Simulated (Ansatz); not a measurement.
# CsPbCl3 (model cell, started as cubic perovskite with Pb in the octahedra): phonons and vibrational spectra, part 2 of 2

Task: relax CsPbCl3 (model cell, started as cubic perovskite with Pb in the octahedra), then find its harmonic phonons.

Ansatz 0.2.0; DFT PBEsol, scalar-relativistic, plane waves, PAW; PAW set soft_1.

So far. Step 5 (Tight relaxation, k-mesh 8×8×8): The forces vanish by symmetry and the pressure is -0.008 GPa, within the tolerances set. The cell now holds 35.47 Å³/atom. Step 6 (Zone-centre response): Before it was imposed, the acoustic sum rule was missed by 1.8e-4 eV/Å² and the charge sum rule by 0.0063 e. Small misses are needed for a sound result but don't prove that mesh and cutoff are converged. The relaxed cell has a = 5.619 Å (conventional setting).

**7. Response at finite wavevector (continued)**

Interpolated from a 2×2×2 q mesh, with the LO-TO term (at Γ the limit along the path; where Γ stands inside the path, tables give the limit on arrival). The phonon branches at the labelled points (cm⁻¹):

```
    point  branch 1  branch 2  branch 3  branch 4  branch 12  branch 13  branch 14  branch 15
        Γ       -22       -22         0         0         56        136        136        232
  halfway       -18       -18        10        10         88        136        136        239
        X       -13       -13        10        10        111        136        136        248
  halfway       -35       -14        -8         7        107        136        188        249
        M       -48       -21       -21         8        103        136        221        257
  halfway       -28       -14       -13        17         88        136        176        236
        Γ       -22       -22         0         0         56        136        136        232
  halfway       -29       -25       -25         9         88        178        178        235
        R       -48       -48       -48       -12         98        220        220        263
  halfway       -37       -33       -25       -10        105        180        193        250
        X       -13       -13        10        10        111        136        136        248
jump to R       -48       -48       -48       -12         98        220        220        263
  halfway       -48       -35       -35        -5        101        186        221        257
        M       -48       -21       -21         8        103        136        221        257
```

Tetrahedra on a 12×12×12 mesh, mean over bins of 5 cm-1. Interpolated from a 2×2×2 q mesh. The phonon density of states by wavenumber; read off at these points:

```
wavenumber (cm⁻¹)  phonon density of states (1/cm⁻¹/cell)
              -48                                  0.0244
              -32                                  0.0496
              -18                                   0.136
               -2                                  0.0460
               12                                  0.0731
               22                                   0.131
               28                                  0.0810
               42                                  0.0795
               52                                   0.117
               58                                   0.102
               72                                  0.0811
               88                                  0.0446
              102                                  0.0846
              112                                  5.1e-4
              128                                       0
              142                                  0.0530
              158                                  0.0235
              172                                  0.0178
              188                                  0.0176
              202                                  0.0171
              218                                  0.0198
              232                                  0.0235
              248                                  0.0638
              262                                  9.3e-4
```

The partial phonon density of states has structure finer than the step of the table below, so its rows give means over 10 cm⁻¹, whole bins alone (the curve runs from -57.3 to 279 cm⁻¹). Peaks (cm⁻¹: height): Cl -36.1: 0.0579, -25.6: 0.0617, 27.4: 0.0620, 44.3: 0.0639, 54.9: 0.0860, 69.7: 0.0617, 145.9: 0.0628; Cs -8.6: 0.0828, 16.8: 0.0577; Pb 54.9: 0.0388, 69.7: 0.0485, 82.4: 0.0440, 101.4: 0.0681.

Phonopy on the run's constants, 11x11x11 mesh, Gaussian sigma 2.4 cm-1. Interpolated from a 2×2×2 q mesh. Table of partial phonon density of states by wavenumber; means over each step; values in 1/cm⁻¹/cell:

```
wavenumber (cm⁻¹)       Cl       Cs       Pb
              -50   0.0151   2.2e-5   3.6e-6
              -40   0.0494   6.6e-4   6.4e-5
              -30   0.0459  0.00696   1.5e-4
              -20   0.0499   0.0553   6.8e-4
              -10   0.0211   0.0753   3.9e-4
                0  0.00490   0.0252   5.8e-4
               10   0.0249   0.0339  0.00604
               20   0.0528   0.0468   0.0122
               30   0.0511   0.0229   0.0131
               40   0.0518   0.0106   0.0231
               50   0.0617  0.00723   0.0317
               60   0.0609  0.00482   0.0275
               70   0.0565  0.00405   0.0358
               80   0.0383  0.00224   0.0282
               90   0.0130  0.00131   0.0336
              100   0.0124  0.00190   0.0571
              110  0.00431   3.9e-4   0.0158
              120   2.4e-5   6.5e-7   7.7e-5
              130  0.00773        0  0.00114
              140   0.0399   7.2e-6  0.00482
              150   0.0239   1.4e-5  0.00241
              160   0.0159   4.5e-6   6.4e-4
              170   0.0280   1.9e-5  0.00115
              180  0.00676   1.5e-6   1.0e-4
              190   0.0257   5.5e-6   2.8e-4
              200  0.00984   8.5e-7   8.2e-5
              210   0.0211        0   3.7e-5
              220   0.0104   8.0e-7   1.4e-5
              230   0.0119   9.3e-5  0.00114
              240   0.0317   1.1e-4  0.00129
              250   0.0438   5.2e-5   5.3e-4
              260  0.00921   5.0e-7   4.6e-5
              270   7.2e-5        0        0
```

Symmetry leaves 4 wavevectors to solve. The lowest mode among them, the acoustic zeros apart, lies at q = (-0.5, -0.5, -0.5) and is imaginary, 47.9i cm⁻¹, so the energy falls along it.

**8. What came out**

- space group after relaxation (within 0.01 Å): Pm-3m
- volume per atom: 35.5 Å³
- gap on the k-mesh: 1.84 eV
- highest optical mode at the zone centre (no LO-TO term): 136 cm⁻¹
- top of the zone-centre spectrum with the field: 232 cm⁻¹
- lowest optical zone-centre mode: -21.6 cm⁻¹
- mean high-frequency dielectric constant: 4.04
- largest Born charge (third of the trace): 3.95 e
- lowest mode on the q mesh (acoustic modes at Γ apart): -47.9 cm⁻¹
- highest frequency on the path or at a solved wavevector: 263 cm⁻¹
- imaginary modes on the 2×2×2 q mesh: yes

What this shows: Modes are clearly imaginary (beyond 10i cm⁻¹) at 4 of the 4 irreducible wavevectors, most at q = (-0.5, -0.5, -0.5) (47.9i cm⁻¹), so this structure is not a minimum of the energy. Without the field, the optical modes at Γ span -22 to 136 cm⁻¹ (negative means imaginary). The highest mode in this list at Γ, 136.1 cm⁻¹, is mostly motion of Cl (88 % of the kinetic energy). With the macroscopic field of the longitudinal modes the top of the zone-centre spectrum lies at 232 cm⁻¹, against 136 cm⁻¹ without it. Among the real modes, the strongest infrared line is at 136 cm⁻¹. With the field response the log warns that the k mesh is coarse for the force constants too, so the frequencies may not be converged. Spin-orbit coupling is left out, which can matter for the heavy elements here. The PAW files were made for PBE and serve the other functionals too. The starting cell was built on a prototype and not taken from a measurement, so the phase need not exist. These are harmonic frequencies at zero temperature: anharmonic shifts, linewidths and thermal expansion are left out.

[Logs are printed without paths, hosts, clocks, repeated set-up lines and the standing remarks that a program may print on its own settings, such as how far it seeks lower states.]

[Hosts, paths, dates, database ids (printed as entryN), source tags and the programs' standing remarks are cut or masked in the printed files.]
